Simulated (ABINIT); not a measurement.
# Ir (Fm-3m) in ABINIT: a series of runs

The runs below take Ir through single point, with PBE.

Everything below comes from runs of ABINIT 10.8.3 (patched build). Logs are shortened: lines on timing, memory, paths and dates and some standing lists are left out, and cuts for length are marked. The log counts tension as positive stress, the text compression.

**1. The undisturbed crystal**

Symmetry: Fm-3m, No. 225, cubic system. Conventional cell: a = 3.831 Å, b = 3.831 Å, c = 3.831 Å, α = 90.00°, β = 90.00°, γ = 90.00°. Around Ir (site symmetry m-3m) lie 12 Ir at 2.71 Å.

**2. Single point, PBE, 14.06 Å³/atom (uniaxial strain of 0 %)**

Contents of run.abi:

```
# Pseudopotentials
pp_dirpath "./"
pseudos "Ir.GGA_PBE-JTH.xml"

# Structure
acell 3*1.0
rprim
     0.0000000000     3.6199593643     3.6199593643
     3.6199593643     0.0000000000     3.6199593643
     3.6199593643     3.6199593643     0.0000000000
ntypat 1
znucl 77
natom 1
typat 1
xcart
     0.0000000000     0.0000000000     0.0000000000

# Plane-wave basis
ecut 16.0
pawecutdg 32.0
pawxcdev 0

# k points
kptopt 1
ngkpt 12 12 12
nshiftk 1
shiftk 0.0 0.0 0.0

# Exchange and correlation
ixc 11

# Bands and occupations
nband 12
occopt 3
tsmear 0.00183747

# SCF cycle
nstep 100
tolvrs 1.0e-9

# Output
iomode 3
prtwf 0
prtden 0
prteig 0
prtebands 0
```

Potentials or basis: JTH PAW PBE v2.0.

Launch:

```bash
$ abinit run.abi > log 2>&1
```

run.abo:

```text
.Version 10.8.3 of ABINIT
 Symmetries : space group Fm -3 m (#225); Bravais cF (face-center cubic)
================================================================================
 Values of the parameters that define the memory need of the present run
     intxc =       0    ionmov =       0      iscf =      17    lmnmax =      18
     lnmax =       6     mgfft =      20  mpssoang =       3    mqgrid =    3001
     natom =       1  nloc_mem =       2    nspden =       1   nspinor =       1
    nsppol =       1      nsym =      48    n1xccc =       1    ntypat =       1
    occopt =       3   xclevel =       2
       mpw =         303          nfft =        8000          nkpt =          72
 PAW method is used; the additional fine FFT grid is defined by:
   mgfftf=        30    nfftf =     27000
================================================================================
================================================================================

--------------------------------------------------------------------------------
------------- Echo of variables that govern the present computation ------------
--------------------------------------------------------------------------------
 -outvars: echo values of preprocessed input variables --------
            acell      1.0000000000E+00  1.0000000000E+00  1.0000000000E+00 Bohr
              amu      1.92220000E+02
             ecut      1.60000000E+01 Hartree
                       outvar_i_n : Printing only first  50 k-points.
              ixc          11
                       outvar_i_n : Printing only first  50 k-points.
         kptrlatt       12    0    0      0   12    0      0    0   12
          kptrlen      6.14327475E+01
            natom           1
            nband          12
            ngfft          20      20      20
          ngfftdg          30      30      30
             nkpt          72
            nstep         100
             nsym          48
           ntypat           1
                       prtocc : prtvol=0, do not print more k-points.
           occopt           3
        pawecutdg      3.20000000E+01 Hartree
         pawxcdev           0
           prtden           0
        prtebands           0
           prteig           0
            prtwf           0
            rprim      0.0000000000E+00  3.6199593643E+00  3.6199593643E+00
                       3.6199593643E+00  0.0000000000E+00  3.6199593643E+00
                       3.6199593643E+00  3.6199593643E+00  0.0000000000E+00
          spgroup         225
           tolvrs      1.00000000E-09
           tsmear      1.83747000E-03 Hartree
            typat      1
           useylm           1
                       outvars : Printing only first  50 k-points.
            znucl       77.00000

================================================================================

 chkinp: Checking input parameters for consistency.

================================================================================
== DATASET  1 ==================================================================

--- !DatasetInfo
iteration_state: {dtset: 1, }
dimensions: {natom: 1, nkpt: 72, mband: 12, nsppol: 1, nspinor: 1, nspden: 1, mpw: 303, }
cutoff_energies: {ecut:  16.0, pawecutdg:  32.0, }
electrons: {nelect:   1.50000000E+01, charge:   0.00000000E+00, occopt:   3.00000000E+00, tsmear:   1.83747000E-03, }
meta: {optdriver: 0, ionmov: 0, optcell: 0, iscf: 17, paral_kgb: 0, }
...

 Exchange-correlation functional for the present dataset will be:
  GGA: Perdew-Burke-Ernzerhof functional - ixc=11
  J.P.Perdew, K.Burke, M.Ernzerhof, PRL 77, 3865 (1996)

 Real(R)+Recip(G) space primitive vectors, cartesian coordinates (Bohr,Bohr^-1):
 R(1)=  0.0000000  3.6199594  3.6199594  G(1)= -0.1381231  0.1381231  0.1381231
 R(2)=  3.6199594  0.0000000  3.6199594  G(2)=  0.1381231 -0.1381231  0.1381231
 R(3)=  3.6199594  3.6199594  0.0000000  G(3)=  0.1381231  0.1381231 -0.1381231
 Unit cell volume ucvol=  9.4872661E+01 bohr^3
 Angles (23,13,12)=  6.00000000E+01  6.00000000E+01  6.00000000E+01 degrees

 Coarse grid specifications (used for wave-functions):

 getcut: wavevector=  0.0000  0.0000  0.0000  ngfft=  20  20  20
         ecut(hartree)=     16.000   => boxcut(ratio)=   2.16963

 Fine grid specifications (used for densities):

 getcut: wavevector=  0.0000  0.0000  0.0000  ngfft=  30  30  30
         ecut(hartree)=     32.000   => boxcut(ratio)=   2.30380

 getcut : COMMENT -
  Note that boxcut > 2.2 ; recall that boxcut=Gcut(box)/Gcut(sphere) = 2
  is sufficient for exact treatment of convolution.
  Such a large boxcut is a waste : you could raise ecut
  e.g. ecut=   42.459894 Hartrees makes boxcut=2

--- Pseudopotential description ------------------------------------------------
- pspini: atom type   1  psp file is ./Ir.GGA_PBE-JTH.xml
 Pseudopotential format is: paw10
 basis_size (lnmax)=  6 (lmn_size= 18), orbitals=   0   0   1   1   2   2
 Spheres core radius: rc_sph= 2.51065676
 Shapefunction is SIN type: shapef(r)=[sin(pi*r/rshp)/(pi*r/rshp)]**2
 Radius for shape functions =  2.20407242
 Compensation charge density is not taken into account in XC energy/potential

   5.25859805E+02                                ecore*ucvol(ha*bohr**3)
--------------------------------------------------------------------------------

================================================================================

--- !BeginCycle
iteration_state: {dtset: 1, }
solver: {iscf: 17, nstep: 100, nline: 4, wfoptalg: 10, }
tolerances: {tolvrs: 1.00E-09, }
...

     iter   Etot(hartree)      deltaE(h)  residm     nres2
 ETOT  1  -75.965136512370    -7.597E+01 2.476E+01 3.216E+00
 ETOT  2  -77.064537838731    -1.099E+00 1.545E-01 4.902E+00
 ETOT  3  -77.051157638447     1.338E-02 9.724E-02 1.365E+00
 ETOT  4  -77.047740070512     3.418E-03 1.700E-02 6.579E-02
 ETOT  5  -77.047894278693    -1.542E-04 3.436E-03 5.460E-04
 ETOT  6  -77.047904107123    -9.828E-06 1.987E-03 1.505E-05
 ETOT  7  -77.047904956187    -8.491E-07 4.554E-04 1.265E-05
 ETOT  8  -77.047904918276     3.791E-08 1.092E-04 7.276E-07
 ETOT  9  -77.047904916953     1.322E-09 8.059E-05 2.997E-07
 ETOT 10  -77.047904915976     9.773E-10 6.760E-05 2.101E-08
 ETOT 11  -77.047904915976     6.821E-13 3.634E-05 2.208E-09
 ETOT 12  -77.047904915984    -8.242E-12 5.333E-05 9.883E-11

 At SCF step   12       nres2   =  9.88E-11 < tolvrs=  1.00E-09 =>converged.

 Cartesian components of stress tensor (hartree/bohr^3)
  sigma(1 1)= -3.72261389E-04  sigma(3 2)=  0.00000000E+00
  sigma(2 2)= -3.72261389E-04  sigma(3 1)=  0.00000000E+00
  sigma(3 3)= -3.72261389E-04  sigma(2 1)=  0.00000000E+00

--- !ResultsGS
iteration_state: {dtset: 1, }
comment   : Summary of ground state results
lattice_vectors:
- [  0.0000000,   3.6199594,   3.6199594, ]
- [  3.6199594,   0.0000000,   3.6199594, ]
- [  3.6199594,   3.6199594,   0.0000000, ]
lattice_lengths: [   5.11940,    5.11940,    5.11940, ]
lattice_angles: [ 60.000,  60.000,  60.000, ] # degrees, (23, 13, 12)
lattice_volume:   9.4872661E+01
convergence: {deltae: -8.242E-12, res2:  9.883E-11, residm:  5.333E-05, diffor: null, }
etotal    :  -7.70479049E+01
entropy   :   0.00000000E+00
fermie    :   5.66954764E-01
cartesian_stress_tensor: # hartree/bohr^3
- [ -3.72261389E-04,   0.00000000E+00,   0.00000000E+00, ]
- [  0.00000000E+00,  -3.72261389E-04,   0.00000000E+00, ]
- [  0.00000000E+00,   0.00000000E+00,  -3.72261389E-04, ]
pressure_GPa:   1.0952E+01
xred      :
- [  0.0000E+00,   0.0000E+00,   0.0000E+00, Ir]
cartesian_forces: # hartree/bohr
- [ -0.00000000E+00,  -0.00000000E+00,  -0.00000000E+00, ]
force_length_stats: {min:   0.00000000E+00, max:   0.00000000E+00, mean:   0.00000000E+00, }
...

 Integrated electronic density in atomic spheres:
 ------------------------------------------------
 Atom  Sphere_radius  Integrated_density
    1        2.51066         13.62837154

================================================================================

 ----iterations are completed or convergence reached----

 Mean square residual over all n,k,spin=   13.501E-08; max=  53.329E-06
 reduced coordinates (array xred) for    1 atoms
       0.000000000000      0.000000000000      0.000000000000
 rms dE/dt=  0.0000E+00; max dE/dt=  0.0000E+00; dE/dt below (all hartree)
    1       0.000000000000      0.000000000000      0.000000000000

 cartesian coordinates (angstrom) at end:
    1      0.00000000000000     0.00000000000000     0.00000000000000

 cartesian forces (hartree/bohr) at end:
    1     -0.00000000000000    -0.00000000000000    -0.00000000000000
 frms,max,avg= 0.0000000E+00 0.0000000E+00   0.000E+00  0.000E+00  0.000E+00 h/b

 cartesian forces (eV/Angstrom) at end:
    1     -0.00000000000000    -0.00000000000000    -0.00000000000000
 frms,max,avg= 0.0000000E+00 0.0000000E+00   0.000E+00  0.000E+00  0.000E+00 e/A
 length scales=  1.000000000000  1.000000000000  1.000000000000 bohr
              =  0.529177210544  0.529177210544  0.529177210544 angstroms
 Fermi (or HOMO) energy (hartree) =   0.56695   Average Vxc (hartree)=  -0.48776
 Eigenvalues (hartree) for nkpt=  72  k points:
 kpt#   1, nband= 12, wtk=  0.00058, kpt=  0.0000  0.0000  0.0000 (reduced coord)
  -1.25054   -1.25054   -1.25054    0.15356    0.42154    0.42154    0.42154    0.52139
   0.52139    0.76237    1.06744    1.27305
      occupation numbers for kpt#   1
   2.00000    2.00000    2.00000    2.00000    2.00000    2.00000    2.00000    2.00000
   2.00000    0.00000    0.00000    0.00000
 prteigrs : prtvol=0 or 1, do not print more k-points.

--- !EnergyTerms
iteration_state     : {dtset: 1, }
comment             : Components of total free energy in Hartree
kinetic             :  9.63166501948972E+00
hartree             :  8.13727666860214E+00
xc                  : -3.62330938701904E+00
Ewald energy        : -7.12434769882484E+01
psp_core            :  5.54279599364743E+00
local_psp           : -3.29187240529958E+01
PAW spherical_terms :  7.42604053525929E+00
internal            : -7.70477322112647E+01
'-kT*entropy'       : -1.73322868930696E-04
total_energy        : -7.70479055341336E+01
total_energy_eV     : -2.09658031693317E+03
...

--- !EnergyTermsDC
iteration_state     : {dtset: 1, }
comment             : '"Double-counting" decomposition of free energy'
band_energy         : -3.88665597185548E+00
Ewald energy        : -7.12434769882484E+01
psp_core            :  5.54279599364743E+00
xc_dc               : -7.32159512435208E+00
PAW spherical_terms : -1.38799502306249E-01
internal            : -7.70477315931148E+01
'-kT*entropy'       : -1.73322868930696E-04
total_energy_dc     : -7.70479049159838E+01
total_energy_dc_eV  : -2.09658030011245E+03
...

--- !EnergyTermsWithPAWCore
iteration_state     : {dtset: 1, }
comment             : 'Components of total free energy, including PAW core contributions'
Total energy        : -1.78278896519530E+04
Total energy DC     : -1.78278896513349E+04
Total energy (eV)   : -4.85121591270021E+05
Total energy DC (eV): -4.85121591253200E+05
...

 Cartesian components of stress tensor (hartree/bohr^3)
  sigma(1 1)= -3.72261389E-04  sigma(3 2)=  0.00000000E+00
  sigma(2 2)= -3.72261389E-04  sigma(3 1)=  0.00000000E+00
  sigma(3 3)= -3.72261389E-04  sigma(2 1)=  0.00000000E+00

-Cartesian components of stress tensor (GPa)         [Pressure=  1.0952E+01 GPa]
- sigma(1 1)= -1.09523082E+01  sigma(3 2)=  0.00000000E+00
- sigma(2 2)= -1.09523082E+01  sigma(3 1)=  0.00000000E+00
- sigma(3 3)= -1.09523082E+01  sigma(2 1)=  0.00000000E+00

== END DATASET(S) ==============================================================
================================================================================

 -outvars: echo values of variables after computation  --------
            acell      1.0000000000E+00  1.0000000000E+00  1.0000000000E+00 Bohr
           etotal     -7.7047904916E+01
            fcart     -0.0000000000E+00 -0.0000000000E+00 -0.0000000000E+00
            rprim      0.0000000000E+00  3.6199593643E+00  3.6199593643E+00
                       3.6199593643E+00  0.0000000000E+00  3.6199593643E+00
                       3.6199593643E+00  3.6199593643E+00  0.0000000000E+00
           strten     -3.7226138928E-04 -3.7226138928E-04 -3.7226138928E-04
                       0.0000000000E+00  0.0000000000E+00  0.0000000000E+00
 Calculation completed.
```

Run time: 9.2 s. Hardware: 1 thread of Arm Neoverse V1, shared host; peak memory 0.09 GiB.

Results:

- Free energy: -2096.5803 eV
- Pressure: 11.0 GPa
- Band gap on the k mesh: none (metal or under the smearing width)
- Valence electrons inside the program's atomic spheres: Ir 13.63 (radii [1.3286] Å)

**3. Single point, PBE, 13.50 Å³/atom (uniaxial strain of -4 %)**

run.abi, as its differences from that of step 2:

```diff
@@ -7,4 +7,4 @@
 rprim
-     0.0000000000     3.6199593643     3.6199593643
-     3.6199593643     0.0000000000     3.6199593643
+     0.0000000000     3.6199593643     3.4751609898
+     3.6199593643     0.0000000000     3.4751609898
      3.6199593643     3.6199593643     0.0000000000
@@ -16,2 +16,5 @@
      0.0000000000     0.0000000000     0.0000000000
+chkprim 0
+chksymtnons 0
+tolsym 1.0e-6
```

Potentials or basis: JTH PAW PBE v2.0.

Launch:

```bash
$ abinit run.abi > log 2>&1
```

It took 15 s on 1 thread of Arm Neoverse V1, shared host; peak memory 0.1 GiB.

Results (log left out):

```yaml
Free_energy: -2096.4896 eV
Pressure: 29.6 GPa
Band_gap_on_the_k_mesh: none (metal or under the smearing width)
```

Caveat: the atomic spheres overlap.
